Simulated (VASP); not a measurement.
# Co (P6_3/mmc) in VASP: a series of runs

One crystal, Co, is run at these levels: PBEsol, PBE; tasks: single point.

Everything below comes from runs of VASP 6.6.1. Logs are shortened: lines on timing, memory, paths and dates and some standing lists are left out, and cuts for length are marked.

### Step 1. The crystal as given

Symmetry: P6_3/mmc, No. 194, hexagonal system. Conventional cell: a = 2.472 Å, b = 2.472 Å, c = 4.021 Å, α = 90.00°, β = 90.00°, γ = 120.00°. Co (site symmetry -6m2) has 12 Co at 2.47 Å as nearest neighbours.

### Step 2. Single point, PBEsol, collinear spin, ferromagnetic start

INCAR reads:

```
PREC = Accurate
ENCUT = 520
EDIFF = 1E-7
ISMEAR = 0
SIGMA = 0.02
LREAL = F
LASPH = T
NELM = 150
ALGO = Normal
ISIF = 2
LWAVE = F
LCHARG = T
ISPIN = 2
MAGMOM = 2 2
LORBIT = 11
LMAXMIX = 4
GGA = PS
LELF = T
LVHAR = T
```

KPOINTS reads:

```
regular mesh
0
Gamma
  12 12 7
```

POSCAR reads:

```
Co
1.0
    2.4719999032      0.0000000000      0.0000000000
   -1.2359999516      2.1408147143      0.0000000000
    0.0000000000      0.0000000000      4.0211440800
Co
2
Cartesian
    1.2359999517      0.7136049047      3.0158580600
   -0.0000000001      1.4272098096      1.0052860200
```

Potentials or basis: VASP PAW PBE potentials, release 64 (Co).

Started as:

```bash
> cat potpaw_PBE.64/Co/POTCAR > POTCAR
> mpirun -np 1 vasp_std > vasp.out
```

OUTCAR:

```text
PREC = Accurate
   ENCUT = 520
   EDIFF = 1E-7
   ISMEAR = 0
   LREAL = F
   LASPH = T
   NELM = 150
   ISIF = 2
   ISPIN = 2
   LORBIT = 11
   GGA = PS

 ion  position               nearest neighbor table
   1  0.667  0.333  0.750-   2 2.47   2 2.47   2 2.47   2 2.47   2 2.47   2 2.47
   2  0.333  0.667  0.250-   1 2.47   1 2.47   1 2.47   1 2.47   1 2.47   1 2.47

  LATTYP: Found a hexagonal cell.
 ALAT       =     2.4719999032
 C/A-ratio  =     1.6266764715

  Lattice vectors:

 A1 = (   2.4719999032,   0.0000000000,   0.0000000000)
 A2 = (  -1.2359999516,   2.1408147143,   0.0000000000)
 A3 = (   0.0000000000,   0.0000000000,   4.0211440800)

Analysis of symmetry for initial positions (statically):
=====================================================================
 Subroutine PRICEL returns:
 Original cell was already a primitive cell.

 Routine SETGRP: Setting up the symmetry group for a
 hexagonal supercell.

 Subroutine GETGRP returns: Found 24 space group operations
 (whereof 12 operations were pure point group operations)
 out of a pool of 24 trial point group operations.

The static configuration has the point symmetry D_3d.
 The point group associated with its full space group is D_6h.

Analysis of symmetry for dynamics (positions and initial velocities):
=====================================================================
 Subroutine PRICEL returns:
 Original cell was already a primitive cell.

 Routine SETGRP: Setting up the symmetry group for a
 hexagonal supercell.

 Subroutine GETGRP returns: Found 24 space group operations
 (whereof 12 operations were pure point group operations)
 out of a pool of 24 trial point group operations.

The dynamic configuration has the point symmetry D_3d.
 The point group associated with its full space group is D_6h.

Analysis of structural, dynamic, and magnetic symmetry:
=====================================================================
 Subroutine PRICEL returns:
 Original cell was already a primitive cell.

 Routine SETGRP: Setting up the symmetry group for a
 hexagonal supercell.

 Subroutine GETGRP returns: Found 24 space group operations
 (whereof 12 operations were pure point group operations)
 out of a pool of 24 trial point group operations.

The overall configuration has the point symmetry D_3d.
 The point group associated with its full space group is D_6h.

 Subroutine INISYM returns: Found 24 space group operations
 (whereof 12 operations are pure point group operations),
 and found     1 'primitive' translations

----------------------------------------------------------------------------------------

                                     Primitive cell

  volume of cell :      21.2803

  direct lattice vectors                    reciprocal lattice vectors
     2.471999903  0.000000000  0.000000000     0.404530760  0.233555943  0.000000000
    -1.235999952  2.140814714  0.000000000     0.000000000  0.467111887  0.000000000
     0.000000000  0.000000000  4.021144080     0.000000000  0.000000000  0.248685444

  length of vectors
     2.471999903  2.471999903  4.021144080     0.467111887  0.467111887  0.248685444

  position of ions in fractional coordinates (direct lattice)
     0.666666667  0.333333333  0.750000000
     0.333333333  0.666666667  0.250000000

  ion indices of the primitive-cell ions
   primitive index   ion index
                 1           1
                 2           2

----------------------------------------------------------------------------------------

 KPOINTS: regular mesh

Automatic generation of k-mesh.
 Grid dimensions read from file:
 generate k-points for:   12   12    7

 Generating k-lattice:

  Cartesian coordinates                     Fractional coordinates (reciprocal lattice)
     0.033710897  0.019462995  0.000000000     0.083333333 -0.000000000  0.000000000
[... 43 lines left out ...]
   total plane-waves  NPLWV =   9720
   dimension x,y,z NGX =    18 NGY =   18 NGZ =   30
   dimension x,y,z NGXF=    36 NGYF=   36 NGZF=   60
   ions per type =               2
   NGX,Y,Z   is equivalent  to a cutoff of  12.11, 12.11, 12.40 a.u.
   NGXF,Y,Z  is equivalent  to a cutoff of  24.21, 24.21, 24.81 a.u.
 SYSTEM =  unknown system
   PREC   = accura    normal or accurate (medium, high low for compatibility)
   ISTART =      0    job   : 0-new  1-cont  2-samecut
   ICHARG =      2    charge: 1-file 2-atom 10-const
   ISPIN  =      2    spin polarized calculation?
   LNONCOLLINEAR =      F non collinear calculations
   LSORBIT =      F    spin-orbit coupling
   LASPH  =      T    aspherical Exc in radial PAW
   ENCUT  =  520.0 eV  38.22 Ry    6.18 a.u.   4.60  4.60  7.48*2*pi/ulx,y,z
   NELM   =    150;   NELMIN=  2; NELMDL= -5     # of ELM steps
   EDIFF  = 0.1E-06   stopping-criterion for ELM
   LREAL  =      F    real-space projection
   EDIFFG = 0.1E-05   stopping-criterion for IOM
   NSW    =      0    number of steps for IOM
   IBRION =     -1    ionic relax: 0-MD 1-quasi-New 2-CG
   NFREE  =      0    steps in history (QN), initial steepest desc. (CG)
   ISIF   =      2    stress and relaxation
   ISYM   =      2    0-nonsym 1-usesym 2-fastsym
   POTIM  = 0.5000    time-step for ionic-motion
   TEBEG  =    0.0;   TEEND  =   0.0 temperature during run
   PSTRESS=    0.0 pullay stress
   NELECT =      18.0000    total number of electrons
   NUPDOWN=      -1.0000    fix difference up-down
   EMIN   =  10.00;   EMAX   =-10.00  energy-range for DOS
   EFERMI =   0.00;   METHOD = LEGACY
   ISMEAR =     0;   SIGMA  =   0.02  broadening in eV -4-tet -1-fermi 0-gaus
   EFERMI_NEDOS =   21; number of points for ismear=-14 and -15
   IALGO  =     38    algorithm
   IMIX   =      4    mixing-type and parameters
     AMIX     =   0.40;   BMIX     =  1.00
     AMIX_MAG =   1.60;   BMIX_MAG =  1.00
  volume/ion in A,a.u.               =      10.64        71.80
  Fermi-wavevector in a.u.,A,eV,Ry     =   1.548246  2.925761 32.614055  2.397065
  Thomas-Fermi vector in A             =   2.653224
   LORBIT       =     11    0 simple, 1 ext, 2 COOP (PROOUT), +10 PAW based schemes
   GGA     = PS    functional components
   LHFCALC =     F    Hartree Fock is set to
   AEXX    =    0.0000 exact exchange contribution
   IVDW    =     0    specifies the selected vdW correction
   LEPSILON=     F    determine dielectric tensor
   LRPA    =     F    only Hartree local field effects (RPA)
 spin polarized calculation
 Gauss-broadening in eV      SIGMA  =   0.02
  energy-cutoff  :      520.00
  volume of cell :       21.28
 maximum number of plane-waves:       585
   NGX =  9   NGY =  9   NGZ = 15

 number of electron      17.9999990 magnetization       3.1850703

 Free energy of the ion-electron system (eV)
  ---------------------------------------------------
  ext. energy  EPLUGINS =         0.00000000
  ---------------------------------------------------
  free energy    TOTEN  =       -15.45384473 eV

  energy without entropy =      -15.45340648  energy(sigma->0) =      -15.45362561

 E-fermi :  10.3365     XC(G=0): -13.6943

 val. band max:       10.3350125286   @ k =   0.2500   0.0000   0.0000
 cond. band min:      10.3402602935   @ k =   0.2500   0.0000   0.2857
 fundamental gap:      0.0052477648
 Fermi energy:        10.3365234953

 spin component 1

 k-point     1 :       0.0000    0.0000    0.0000
  band No.  band energies     occupation
      1       1.2591      1.00000
      2       5.1025      1.00000
      3       7.6960      1.00000
      4       7.7535      1.00000
      5       7.7535      1.00000
      6       8.0710      1.00000
      7       8.0711      1.00000
      8       8.4632      1.00000
      9       8.4632      1.00000
     10       9.5813      1.00000
     11       9.5813      1.00000
     12      10.1349      1.00000
     13      16.7687      0.00000
     14      32.5077      0.00000
[... 403 lines left out ...]
      4       7.0477      1.00000
      5       7.7896      1.00000
      6       7.8650      1.00000
      7       8.2737      1.00000
      8       9.2232      1.00000
      9       9.2763      1.00000
     10       9.3334      1.00000
     11       9.7344      1.00000
     12      14.7003      0.00000
     13      19.2649      0.00000
     14      20.7511      0.00000
     15      26.0447      0.00000

 [... further k-points ...]

 spin component 2

 k-point     1 :       0.0000    0.0000    0.0000
  band No.  band energies     occupation
      1       1.3242      1.00000
      2       6.0499      1.00000
      3       9.2954      1.00000
      4       9.3561      1.00000
      5       9.3561      1.00000
      6       9.7254      1.00000
      7       9.7254      1.00000
      8      10.1521      1.00000
      9      10.1843      1.00000
     10      10.1843      1.00000
     11      11.4147      0.00000
     12      11.4147      0.00000
     13      17.8011      0.00000
     14      32.3421      0.00000
[... 403 lines left out ...]
      4       8.3086      1.00000
      5       9.2394      1.00000
      6       9.4946      1.00000
      7       9.6524      1.00000
      8      10.9881      0.00000
      9      11.0082      0.00000
     10      11.0580      0.00000
     11      11.5915      0.00000
     12      15.5350      0.00000
     13      19.9196      0.00000
     14      21.3083      0.00000
     15      26.4962      0.00000

 [... further k-points ...]

------------------------ aborting loop because EDIFF is reached ----------------------------------------

  FORCE on cell =-STRESS in cart. coord.  units (eV):
  Direction    XX          YY          ZZ          XY          YZ          ZX
  --------------------------------------------------------------------------------------
  -------------------------------------------------------------------------------------
  Total       -0.7437745     -0.7437745     -1.1476988      0.0000000     -0.0000000      0.0000000
  in kB      -55.9982817    -55.9982817    -86.4094714      0.0000000     -0.0000000      0.0000000
  external PRESSURE =     -66.1353449 kB  Pullay stress =       0.0000000 kB

 VOLUME and BASIS-vectors are now :
 -----------------------------------------------------------------------------
  energy-cutoff  :      520.00
  volume of cell :       21.28
      direct lattice vectors                 reciprocal lattice vectors
     2.471999903  0.000000000  0.000000000     0.404530760  0.233555943  0.000000000
    -1.235999952  2.140814714  0.000000000     0.000000000  0.467111887  0.000000000
     0.000000000  0.000000000  4.021144080     0.000000000  0.000000000  0.248685444

 POSITION                                       TOTAL-FORCE (eV/Angst)
 -----------------------------------------------------------------------------------
      1.23600      0.71360      3.01586         0.000000     -0.000000      0.000000
     -0.00000      1.42721      1.00529        -0.000000      0.000000      0.000000
 -----------------------------------------------------------------------------------
    total drift:                                0.000000      0.000000     -0.000000

  FREE ENERGIE OF THE ION-ELECTRON SYSTEM (eV)
  ---------------------------------------------------
  free  energy   TOTEN  =       -15.4538447298 eV

  energy  without entropy=      -15.4534064829  energy(sigma->0) =      -15.45362561

 total charge

# of ion       s       p       d       tot
------------------------------------------
    1        0.497   0.542   7.271   8.310
    2        0.497   0.542   7.271   8.310
--------------------------------------------------
tot          0.994   1.083  14.542  16.619

 magnetization (x)

# of ion       s       p       d       tot
------------------------------------------
    1       -0.015  -0.050   1.668   1.604
    2       -0.015  -0.050   1.668   1.604
--------------------------------------------------
tot         -0.029  -0.100   3.336   3.207
```

Run time: 22 s. Hardware: 1 thread of Intel Xeon 6975P-C (Granite Rapids), shared host; peak memory 0.15 GiB.

What came out:

```
Free energy                                           : -15.4538 eV
Pressure                                              : -6.6 GPa
Band gap on the k mesh                                : none (metal or under the smearing width)
Net moment                                            : 3.19 μB per cell
Site moments                                          : Co +1.60 μB
Valence electrons inside the program's atomic spheres : Co 8.31
```

Stress tensor (GPa, compression positive):
```
-5.60  0.00  0.00
 0.00 -5.60  0.00
 0.00  0.00 -8.64
```

Levels at points of the mesh, in eV from the Fermi level:
Spin up:
```csv
k point,band 8,band 9,band 10,band 11,band 12,band 13,band 14,band 15
"(0.00, 0.00, 0.00)",-1.87,-1.87,-0.76,-0.76,-0.20,6.43,22.17,24.97
"(0.50, 0.00, 0.00)",-0.61,-0.53,-0.46,1.37,3.43,9.77,10.44,12.87
```
Spin down:
| k point | band 5 | band 6 | band 7 | band 8 | band 9 | band 10 |
| --- | --- | --- | --- | --- | --- | --- |
| (0.00, 0.00, 0.00) | -0.98 | -0.61 | -0.61 | -0.18 | -0.15 | -0.15 |
| (0.50, 0.00, 0.00) | -1.12 | -1.07 | -0.65 | 1.23 | 1.34 | 1.40 |

Caveat: the PAW data sets were made with another functional, which shifts forces and pressure a little.

### Step 3. Single point, PBEsol, collinear spin, ferromagnetic start

run.py reads:

```python
from ase import Atoms
from ase.calculators.vasp import Vasp
from ase.dft.bandgap import bandgap

atoms = Atoms(
    ['Co', 'Co'],
    cell=[[2.4719999032, 0.0, 0.0], [-1.2359999516, 2.1408147143, 0.0], [0.0, 0.0, 4.02114408]],
    scaled_positions=[[0.6666666667, 0.3333333333, 0.75], [0.3333333333, 0.6666666667, 0.25]],
    pbc=True,
)
atoms.set_initial_magnetic_moments([2.0, 2.0])
calc = Vasp(
    directory='calc',
    xc='pbesol',
    pp='PBE',
    setups='materialsproject',
    prec='Accurate',
    encut=520,
    ediff=1e-06,
    ismear=0,
    sigma=0.02,
    lreal=False,
    lasph=True,
    nelm=150,
    algo='Fast',
    isif=2,
    lwave=False,
    lcharg=False,
    ispin=2,
    lorbit=11,
    lmaxmix=4,
    kpts=[12, 12, 7],
    gamma=True,
)
atoms.calc = calc

print('energy (eV):', atoms.get_potential_energy())
print('free energy (eV):', atoms.get_potential_energy(force_consistent=True))
print('forces (eV/A):')
print(atoms.get_forces())
print('stress (eV/A^3, Voigt):', atoms.get_stress())
print('Fermi level (eV):', calc.get_fermi_level())
print('moment (muB):', atoms.get_magnetic_moment())
print('site moments (muB):', atoms.get_magnetic_moments())
gap, top, bottom = bandgap(calc)
print('band gap (eV):', gap, 'from (spin, k, band)', top, 'to', bottom)
```

Potentials or basis: VASP PAW PBE potentials, release 64 (Co).

Started as:

```bash
> python run.py
```

It took 23 s on 1 thread of Intel Xeon 6975P-C (Granite Rapids), shared host; peak memory 0.16 GiB.

It converged, with:

```yaml
Free_energy: -15.4538 eV
Pressure: -6.6 GPa
Band_gap_on_the_k_mesh: none (metal or under the smearing width)
Net_moment: 3.18 μB per cell
Site_moments: Co +1.60 μB
Valence_electrons_inside_the_program's_atomic_spheres: Co 8.31
```

Stress tensor (GPa, compression positive):
```
-5.56  0.00  0.00
 0.00 -5.56  0.00
 0.00  0.00 -8.60
```

Levels at points of the mesh, in eV from the Fermi level:
Spin up:
```tsv
k point	band 9	band 10	band 11	band 12	band 13	band 14
(0.00, 0.00, 0.00)	-1.87	-0.76	-0.76	-0.20	6.43	22.17
(0.50, 0.00, 0.00)	-0.53	-0.46	1.37	3.43	9.77	10.44
```
Spin down:
```tsv
k point	band 3	band 4	band 5	band 6	band 7	band 8	band 9	band 10	band 11	band 12
(0.00, 0.00, 0.00)	-1.04	-0.98	-0.98	-0.61	-0.61	-0.18	-0.15	-0.15	1.08	1.08
(0.50, 0.00, 0.00)	-3.33	-1.84	-1.12	-1.07	-0.65	1.23	1.34	1.40	2.62	4.42
```

Caveat: the PAW data sets were made with another functional, which shifts forces and pressure a little.

### Step 4. Single point, PBE, collinear spin, ferromagnetic start (grid = ENCUT=400 dk=0.9 cell=2x2x1 ISMEAR=1 SIGMA=0.1 LREAL=Auto EDIFF=1e-06)

INCAR reads:

```
PREC     = Accurate       # precision mode
ENCUT    = 400            # plane-wave cutoff, eV
EDIFF    = 1E-6           # SCF threshold, eV
ISMEAR   = 1              # smearing method
SIGMA    = 0.1            # smearing width, eV
LREAL    = Auto         
LASPH    = T              # aspherical terms in the spheres
NELM     = 120            # most SCF steps
ALGO     = Fast           # electronic algorithm
ISIF     = 2              # what is computed and relaxed
LWAVE    = F              # write WAVECAR
LCHARG   = F              # write CHGCAR
ISPIN    = 2              # spin polarisation
MAGMOM   = 2 2 2 2 2 2 2  # initial moments
LORBIT   = 11             # projections on sites
LMAXMIX  = 4              # l up to which the mixer works
GGA      = PE             # functional
NBANDS   = 40             # bands
```

KPOINTS reads:

```
Automatic mesh
0
Gamma
  2 2 2
```

POSCAR reads:

```
Co
1.0
    4.9439998064      0.0000000000      0.0000000000
   -2.4719999032      4.2816294286      0.0000000000
    0.0000000000      0.0000000000      4.0211440800
Co
7
Direct
    0.3333333334      0.6666666666      0.7500000000
    0.8333333333      0.1666666666      0.7500000000
    0.8333333333      0.6666666666      0.7500000000
    0.1666666666      0.3333333334      0.2500000000
    0.1666666666      0.8333333333      0.2500000000
    0.6666666666      0.3333333334      0.2500000000
    0.6666666666      0.8333333333      0.2500000000
```

Started as:

```bash
> cat potpaw_PBE.64/Co/POTCAR > POTCAR
> mpirun -np 1 vasp_std > vasp.out
```

Wall time 32 s (1 thread of Intel Xeon 6975P-C (Granite Rapids), shared host); peak memory 0.19 GiB.

These settings aren't checked as converged: the numbers below hold their error.

What came out:

```
Free energy                                           : -47.6529 eV
Pressure                                              : -2.8 GPa
Largest force                                         : 0.512 eV/Å
Band gap on the k mesh                                : none (metal or under the smearing width)
Net moment                                            : 12.25 μB per cell
Site moments                                          : Co +1.81, +1.77, +1.59 μB
Valence electrons inside the program's atomic spheres : Co 8.19, 8.34
```

Caveat: the k mesh is coarse (spacing up to 0.78 Å⁻¹), so the values aren't converged.

### Step 5. Single point, PBE, collinear spin, ferromagnetic start (grid = ENCUT=400 dk=0.6 cell=2x2x1 ISMEAR=1 SIGMA=0.1 LREAL=Auto EDIFF=1e-06)

INCAR is that of step 4.

KPOINTS reads:

```
Automatic mesh
0
Gamma
  3 3 3
```

POSCAR is that of step 4.

Started as:

```bash
> cat potpaw_PBE.64/Co/POTCAR > POTCAR
> mpirun -np 1 vasp_std > vasp.out
```

Wall time 40 s (1 thread of Intel Xeon 6975P-C (Granite Rapids), shared host); peak memory 0.19 GiB.

These settings aren't checked as converged: the numbers below hold their error.

What came out:

| Quantity | Value |
| --- | --- |
| Free energy | -47.6968 eV |
| Pressure | -5.1 GPa |
| Largest force | 0.460 eV/Å |
| Band gap on the k mesh | none (metal or under the smearing width) |
| Net moment | 11.51 μB per cell |
| Site moments | Co +1.75, +1.68, +1.42 μB |
| Valence electrons inside the program's atomic spheres | Co 8.18, 8.19, 8.34 |

Caveat: the k mesh is coarse (spacing up to 0.52 Å⁻¹), so the values aren't converged.
